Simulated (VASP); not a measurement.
# Hg (P6/mmm) in VASP: notebook

One crystal, Hg, is run at these levels: PBE+D3(BJ); tasks: single point, relaxation of cell and atoms.

Program: VASP 6.6.1. These are calculated values, not measurements. Logs are shortened: lines on timing, memory, paths and dates and some standing lists are left out, and cuts for length are marked.

**1. The structure**

Symmetry: P6/mmm, No. 191, hexagonal system. The conventional cell has a = 5.326 Å, b = 5.326 Å, c = 3.139 Å, α = 90.00°, β = 90.00°, γ = 120.00°. Hg (site symmetry -6m2) is surrounded by 11 Hg at 3.08 to 3.45 Å. Around Hg (site symmetry 6/mmm) lie 14 Hg at 3.14 to 3.45 Å.

**2. Single point, PBE+D3(BJ)**

Input file INCAR:

```
PREC = Accurate
ENCUT = 520
EDIFF = 1E-6
ISMEAR = 0
SIGMA = 0.1
LREAL = False
LASPH = True
NELM = 60
ALGO = Fast
ISIF = 2
LWAVE = False
LCHARG = False
GGA = PE
IVDW = 12
NBANDS = 25
```

Input file KPOINTS:

```
regular mesh
0
Gamma
  9 9 14
```

Input file POSCAR:

```
Hg
1.0
    5.3261378975      0.0000000000      0.0000000000
   -2.6630689488      4.6125707233      0.0000000000
    0.0000000000      0.0000000000      3.1389071664
Hg
3
Direct
    0.3333333333      0.6666666667      0.5000000000
    0.0000000000      0.0000000000      0.0000000000
    0.6666666667      0.3333333333      0.5000000000
```

Potentials or basis: VASP PAW PBE potentials, release 64 (Hg).

Run with:

```
cat potpaw_PBE.64/Hg/POTCAR > POTCAR
mpirun -np 1 vasp_std > vasp.out
```

OUTCAR:

```text
PREC = Accurate
   ENCUT = 520
   EDIFF = 1E-6
   ISMEAR = 0
   LREAL = False
   LASPH = True
   NELM = 60
   ISIF = 2
   GGA = PE
   IVDW = 12
 IVDW          = 12

 ion  position               nearest neighbor table
   1  0.333  0.667  0.500-   3 3.08   3 3.08   3 3.08   2 3.45   2 3.45   2 3.45   2 3.45   2 3.45
                             2 3.45
   2  0.000  0.000  0.000-   1 3.45   3 3.45   1 3.45   3 3.45   3 3.45   3 3.45   1 3.45   1 3.45
                             3 3.45   3 3.45   1 3.45   1 3.45
   3  0.667  0.333  0.500-   1 3.08   1 3.08   1 3.08   2 3.45   2 3.45   2 3.45   2 3.45   2 3.45
                             2 3.45

  LATTYP: Found a hexagonal cell.
 ALAT       =     5.3261378975
 C/A-ratio  =     0.5893401986

  Lattice vectors:

 A1 = (   5.3261378975,   0.0000000000,   0.0000000000)
 A2 = (  -2.6630689488,   4.6125707233,   0.0000000000)
 A3 = (   0.0000000000,   0.0000000000,   3.1389071664)

Analysis of symmetry for initial positions (statically):
=====================================================================
 Subroutine PRICEL returns:
 Original cell was already a primitive cell.

 Routine SETGRP: Setting up the symmetry group for a
 hexagonal supercell.

 Subroutine GETGRP returns: Found 24 space group operations
 (whereof 24 operations were pure point group operations)
 out of a pool of 24 trial point group operations.

The static configuration has the point symmetry D_6h.

Analysis of symmetry for dynamics (positions and initial velocities):
=====================================================================
 Subroutine PRICEL returns:
 Original cell was already a primitive cell.

 Routine SETGRP: Setting up the symmetry group for a
 hexagonal supercell.

 Subroutine GETGRP returns: Found 24 space group operations
 (whereof 24 operations were pure point group operations)
 out of a pool of 24 trial point group operations.

The dynamic configuration has the point symmetry D_6h.

 Subroutine INISYM returns: Found 24 space group operations
 (whereof 24 operations are pure point group operations),
 and found     1 'primitive' translations

----------------------------------------------------------------------------------------

                                     Primitive cell

  volume of cell :      77.1141

  direct lattice vectors                    reciprocal lattice vectors
     5.326137897  0.000000000  0.000000000     0.187753306  0.108399422  0.000000000
    -2.663068949  4.612570723  0.000000000     0.000000000  0.216798844  0.000000000
     0.000000000  0.000000000  3.138907166     0.000000000  0.000000000  0.318582216

  length of vectors
[... 89 lines left out ...]
   NFREE  =      0    steps in history (QN), initial steepest desc. (CG)
   ISIF   =      2    stress and relaxation
   ISYM   =      2    0-nonsym 1-usesym 2-fastsym
   POTIM  = 0.5000    time-step for ionic-motion
   TEBEG  =    0.0;   TEEND  =   0.0 temperature during run
   PSTRESS=    0.0 pullay stress
   NELECT =      36.0000    total number of electrons
   NUPDOWN=      -1.0000    fix difference up-down
   EMIN   =  10.00;   EMAX   =-10.00  energy-range for DOS
   EFERMI =   0.00;   METHOD = LEGACY
   ISMEAR =     0;   SIGMA  =   0.10  broadening in eV -4-tet -1-fermi 0-gaus
   EFERMI_NEDOS =   21; number of points for ismear=-14 and -15
   IALGO  =     68    algorithm
   IMIX   =      4    mixing-type and parameters
     AMIX     =   0.40;   BMIX     =  1.00
     AMIX_MAG =   1.60;   BMIX_MAG =  1.00
  volume/ion in A,a.u.               =      25.70       173.46
  Fermi-wavevector in a.u.,A,eV,Ry     =   1.269982  2.399919 21.944228  1.612855
  Thomas-Fermi vector in A             =   2.402994
   LORBIT       =      0    0 simple, 1 ext, 2 COOP (PROOUT), +10 PAW based schemes
   GGA     = PE    functional components
   LHFCALC =     F    Hartree Fock is set to
   AEXX    =    0.0000 exact exchange contribution
   IVDW    =    12    specifies the selected vdW correction
   LEPSILON=     F    determine dielectric tensor
   LRPA    =     F    only Hartree local field effects (RPA)
 non-spin polarized calculation
 RMM-DIIS sequential band-by-band and
 Gauss-broadening in eV      SIGMA  =   0.10
  energy-cutoff  :      520.00
  volume of cell :       77.11
 maximum number of plane-waves:      2106
 NGX is ok and might be reduce to    40
   NGX = 19   NGY = 19   NGZ = 11

 number of electron      35.9999998 magnetization

 Free energy of the ion-electron system (eV)
  ---------------------------------------------------
  ext. energy  EPLUGINS =         0.00000000
  ---------------------------------------------------
  free energy    TOTEN  =        -0.46047908 eV

  energy without entropy =       -0.45908342  energy(sigma->0) =       -0.45978125

 E-fermi :   2.1260     XC(G=0): -10.3841

 val. band max:        2.0635094518   @ k =   0.2222   0.0000   0.0000
 cond. band min:       2.1705264045   @ k =   0.2222   0.2222   0.4286
 fundamental gap:      0.1070169526
 Fermi energy:         2.1260267007

 k-point     1 :       0.0000    0.0000    0.0000
  band No.  band energies     occupation
      1      -6.2967      2.00000
      2      -5.5268      2.00000
      3      -5.0622      2.00000
      4      -4.8744      2.00000
      5      -4.6989      2.00000
      6      -4.6989      2.00000
[... 661 lines left out ...]
     24      12.2371      0.00000
     25      12.6928      0.00000

 [... further k-points ...]

------------------------ aborting loop because EDIFF is reached ----------------------------------------

 Edisp (eV)   -1.22404

 E8    (eV) :    -0.5557

  FORCE on cell =-STRESS in cart. coord.  units (eV):
  Direction    XX          YY          ZZ          XY          YZ          ZX
  --------------------------------------------------------------------------------------
  -------------------------------------------------------------------------------------
  Total       0.10646     0.10646     0.13144    -0.00000    -0.00000     0.00000
  in kB       2.21189     2.21189     2.73086    -0.00000    -0.00000     0.00000
  external pressure =        2.38 kB  Pullay stress =        0.00 kB

 VOLUME and BASIS-vectors are now :
 -----------------------------------------------------------------------------
  energy-cutoff  :      520.00
  volume of cell :       77.11
      direct lattice vectors                 reciprocal lattice vectors
     5.326137897  0.000000000  0.000000000     0.187753306  0.108399422  0.000000000
    -2.663068949  4.612570723  0.000000000     0.000000000  0.216798844  0.000000000
     0.000000000  0.000000000  3.138907166     0.000000000  0.000000000  0.318582216

 POSITION                                       TOTAL-FORCE (eV/Angst)
 -----------------------------------------------------------------------------------
     -0.00000      3.07505      1.56945         0.000000     -0.000000     -0.000000
      0.00000      0.00000      0.00000         0.000000      0.000000     -0.000000
      2.66307      1.53752      1.56945        -0.000000      0.000000      0.000000
 -----------------------------------------------------------------------------------
    total drift:                                0.000000     -0.000000      0.000000

  FREE ENERGIE OF THE ION-ELECTRON SYSTEM (eV)
  ---------------------------------------------------
  free  energy   TOTEN  =        -1.6845230279 eV

  energy  without entropy=       -1.6831273686  energy(sigma->0) =       -1.68382520
```

OSZICAR:

```text
N       E                     dE             d eps       ncg     rms          rms(c)
DAV:   1     0.291404977010E+03    0.29140E+03   -0.18452E+04  4800   0.139E+03
DAV:   2     0.743631572869E+01   -0.28397E+03   -0.26846E+03  4870   0.362E+02
DAV:   3    -0.511874787954E+00   -0.79482E+01   -0.79050E+01  5748   0.669E+01
DAV:   4    -0.531810370825E+00   -0.19936E-01   -0.19925E-01  5224   0.303E+00
DAV:   5    -0.531841429420E+00   -0.31059E-04   -0.31057E-04  5596   0.121E-01    0.500E+00
RMM:   6    -0.464269698599E+00    0.67572E-01   -0.17020E-01  4856   0.314E+00    0.381E+00
RMM:   7    -0.460461103584E+00    0.38086E-02   -0.39576E-02  4992   0.120E+00    0.144E+00
RMM:   8    -0.460399758971E+00    0.61345E-04   -0.54425E-03  5012   0.788E-01    0.956E-02
RMM:   9    -0.460441839473E+00   -0.42081E-04   -0.28816E-04  5267   0.131E-01    0.394E-02
RMM:  10    -0.460480527393E+00   -0.38688E-04   -0.82048E-05  5128   0.935E-02    0.203E-02
RMM:  11    -0.460478944651E+00    0.15827E-05   -0.91831E-06  5282   0.235E-02    0.227E-03
RMM:  12    -0.460479083043E+00   -0.13839E-06   -0.51571E-07  3181   0.614E-03
   1 F= -.16845230E+01 E0= -.16838252E+01  d E =-.139566E-02
```

stdout:

```text
POSCAR found type information on POSCAR Hg
 POSCAR found :  1 types and       3 ions
 scaLAPACK will be used
 LDA part: xc-table for (Slater+PW92), standard interpolation
 POSCAR, INCAR and KPOINTS ok, starting setup
 FFT: planning ... GRIDC
 FFT: planning ... GRID_SOFT
 FFT: planning ... GRID
 WAVECAR not read
 entering main loop
```

It took 2.7 min on 1 thread of Intel Xeon Platinum 8175M at 2.50GHz (Skylake/Cascade Lake), shared host; peak memory 0.29 GiB.

What came out:

```yaml
Free_energy: -1.6845 eV
Pressure: 0.2 GPa
Band_gap_on_the_k_mesh: none (metal or under the smearing width)
Dispersion_energy_per_atom: -0.408 eV
```

Caveat: pairwise dispersion overbinds metals, which lowers pressure and volume. Spin-orbit coupling is left out, which matters for the levels of Hg.

**3. Single point, PBE+D3(BJ)**

Input file INCAR:

```
PREC = Accurate ; ENCUT = 520
EDIFF = 1E-7 ; ISMEAR = 0
SIGMA = 0.1 ; LREAL = F
LASPH = T ; NELM = 80
ALGO = Normal ; ISIF = 2
LWAVE = F ; LCHARG = T
GGA = PE ; IVDW = 12
LELF = T ; LVHAR = T
NBANDS = 25
```

Input file KPOINTS:

```
Automatic mesh
0
Gamma
  9 9 14
```

POSCAR is that of step 2.

Potentials or basis: VASP PAW PBE potentials, release 64 (Hg).

Run with:

```
cat potpaw_PBE.64/Hg/POTCAR > POTCAR
mpirun -np 1 vasp_std > vasp.out
```

It took 2.3 min on 1 thread of Intel Xeon Platinum 8175M at 2.50GHz (Skylake/Cascade Lake), shared host; peak memory 0.29 GiB.

It converged, with:

| Quantity | Value |
| --- | --- |
| Free energy | -1.6845 eV |
| Pressure | 0.2 GPa |
| Band gap on the k mesh | none (metal or under the smearing width) |
| Dispersion energy per atom | -0.408 eV |

Levels at points of the mesh, in eV from the Fermi level:
```
           k point  band 15  band 16  band 17  band 18  band 19  band 20  band 21  band 22
(0.00, 0.00, 0.00)    -5.75    -5.75    -1.26    -0.86     1.84     1.84     1.91     1.91
(0.00, 0.00, 0.50)    -5.48    -3.23    -2.78     2.49     3.23     3.36     3.72     4.16
```

Caveat: pairwise dispersion overbinds metals, which lowers pressure and volume. The run has no spin-orbit coupling, so splittings on Hg are missing.

**4. Relaxation of cell and atoms, PBE+D3(BJ)**

This run uses another cell than the first one, of 25.61 Å³/atom, 0.996 times its volume.

Input file INCAR:

```
PREC = Accurate
ENCUT = 600
EDIFF = 1E-6
ISMEAR = 0
SIGMA = 0.1
LREAL = F
LASPH = T
NELM = 80
ALGO = Normal
ISIF = 3
LWAVE = F
LCHARG = F
GGA = PE
IVDW = 12
IBRION = 2
NSW = 100
EDIFFG = -0.005
```

Input file KPOINTS:

```
regular mesh
0
Gamma
  9 9 14
```

Input file POSCAR:

```
Hg
1.0
    5.3526066616      0.0000000000      0.0000000000
   -2.6763033308      4.6354933454      0.0000000000
    0.0000000000      0.0000000000      3.0969184761
Hg
3
Direct
    0.3333333333      0.6666666667      0.5000000000
    0.0000000000      0.0000000000      0.0000000000
    0.6666666667      0.3333333333      0.5000000000
```

Run with:

```
cat potpaw_PBE.64/Hg/POTCAR > POTCAR
mpirun -np 1 vasp_std > vasp.out
```

Run time: 26 min. Hardware: 1 thread of Intel Xeon Platinum 8175M at 2.50GHz (Skylake/Cascade Lake), shared host; peak memory 0.36 GiB.

The run converged. Its results:

```yaml
Free_energy: -1.6852 eV
Relaxed_volume: 26.00 Å³/atom
Relaxed_cell: a = 5.346 Å, b = 5.346 Å, c = 3.151 Å, α = 90.00°, β = 90.00°, γ = 120.00°
Space_group_after_relaxing_to_0.05_Å: P6/mmm (No. 191)
Energy_gained_by_relaxing: 1.3 meV/atom
Ionic_steps: 14
Pressure_after_relaxing: 0.0 GPa
Band_gap_on_the_k_mesh: none (metal or under the smearing width)
Dispersion_energy_per_atom: -0.403 eV
```

The path:
| step | energy change (eV) | largest force (eV/Å) | pressure (GPa) | volume (Å³) |
| --- | --- | --- | --- | --- |
| 1 | 0.0000 | 0.0000 | 0.43 | 76.84 |
| 2 | -0.0028 | 0.0000 | 0.06 | 77.60 |
| 3 | -0.0032 | 0.0000 | 0.06 | 77.79 |
| 4 | -0.0036 | 0.0000 | -0.10 | 78.18 |
| 5 | -0.0036 | 0.0000 | -0.06 | 78.21 |
| 6 | -0.0036 | 0.0000 | -0.09 | 78.28 |
| 7 | -0.0036 | 0.0000 | -0.09 | 78.31 |
| 8 | -0.0036 | 0.0000 | -0.12 | 78.37 |
| 9 | -0.0036 | 0.0000 | -0.12 | 78.34 |
| 10 | -0.0039 | 0.0000 | -0.02 | 78.18 |
| 11 | -0.0039 | 0.0000 | 0.00 | 78.11 |
| 12 | -0.0040 | 0.0000 | 0.04 | 77.97 |
| 13 | -0.0040 | 0.0000 | -0.03 | 78.02 |
| 14 | -0.0040 | 0.0000 | 0.02 | 77.99 |

Final structure:
```cif
data_structure
_symmetry_space_group_name_H-M 'P 1'
_symmetry_Int_Tables_number 1
_cell_length_a 5.3457
_cell_length_b 5.3457
_cell_length_c 3.1515
_cell_angle_alpha 90.000
_cell_angle_beta 90.000
_cell_angle_gamma 120.000
_cell_volume 77.99
loop_
_atom_site_label
_atom_site_type_symbol
_atom_site_fract_x
_atom_site_fract_y
_atom_site_fract_z
_atom_site_occupancy
Hg1 Hg 0.33333 0.66667 0.50000 1
Hg2 Hg 0.00000 0.00000 0.00000 1
Hg3 Hg 0.66667 0.33333 0.50000 1
```

Levels at points of the mesh, in eV from the Fermi level:
| k point | band 16 | band 17 | band 18 | band 19 | band 20 | band 21 |
| --- | --- | --- | --- | --- | --- | --- |
| (0.00, 0.00, 0.00) | -5.76 | -1.30 | -0.90 | 1.83 | 1.83 | 1.89 |
| (0.00, 0.00, 0.50) | -3.25 | -2.78 | 2.39 | 3.17 | 3.33 | 3.69 |

Caveat: pairwise dispersion overbinds metals, which lowers pressure and volume.

**5. Single point, PBE+D3(BJ)**

This run uses another cell than the first one, of 26.48 Å³/atom, 1.030 times its volume.

Input file INCAR:

```
ALGO = Normal
EDIFF = 1E-6
ENCUT = 520
GGA = PE
ISIF = 2
ISMEAR = 0
IVDW = 12
LASPH = True
LCHARG = False
LREAL = False
LWAVE = False
NBANDS = 25
NELM = 80
PREC = Accurate
SIGMA = 0.1
```

Input file KPOINTS:

```
k-points
0
Gamma
  9 9 14
```

Input file POSCAR:

```
Hg
1.0
    5.3788753659      0.0000000000      0.0000000000
   -2.6894376830      4.6582427107      0.0000000000
    0.0000000000      0.0000000000      3.1699874765
Hg
3
Direct
    0.3333333333      0.6666666667      0.5000000000
    0.0000000000      0.0000000000      0.0000000000
    0.6666666667      0.3333333333      0.5000000000
```

Run with:

```
cat potpaw_PBE.64/Hg/POTCAR > POTCAR
mpirun -np 1 vasp_std > vasp.out
```

Wall time 1.8 min (1 thread of Intel Xeon Platinum 8175M at 2.50GHz (Skylake/Cascade Lake), shared host); peak memory 0.29 GiB.

It converged, with:

```yaml
Free_energy: -1.6839 eV
Pressure: -0.5 GPa
Band_gap_on_the_k_mesh: none (metal or under the smearing width)
Dispersion_energy_per_atom: -0.396 eV
```

Levels at points of the mesh, in eV from the Fermi level:
```
           k point  band 14  band 15  band 16  band 17  band 18  band 19  band 20  band 21  band 22  band 23
(0.00, 0.00, 0.00)    -6.24    -5.77    -5.77    -1.35    -0.97     1.81     1.81     1.88     1.88     8.20
(0.00, 0.00, 0.50)    -5.88    -5.52    -3.27    -2.77     2.25     3.08     3.28     3.66     4.08     4.08
```

Caveat: pairwise dispersion overbinds metals, which lowers pressure and volume. Spin-orbit coupling is left out, which matters for the levels of Hg.

**6. Summary**

| task | cell | cutoff (eV) | gap on the mesh (eV) | pressure (GPa) |
| --- | --- | --- | --- | --- |
| single point | P6/mmm, 25.7 Å³/atom | 520 | none | 0.2 |
| relaxation of cell and atoms | relaxed | 600 | none | 0.0 |
| single point | P6/mmm, 26.48 Å³/atom | 520 | none | -0.5 |

Alike in all rows: level PBE+D3(BJ); potentials or basis VASP PAW PBE potentials, release 64 (Hg); no spin polarisation; k mesh 9 × 9 × 14; smearing gaussian 0.1 eV.

Caveats: pairwise dispersion overbinds metals, which lowers pressure and volume.

Absolute energies hang on the potentials; compare differences alone.
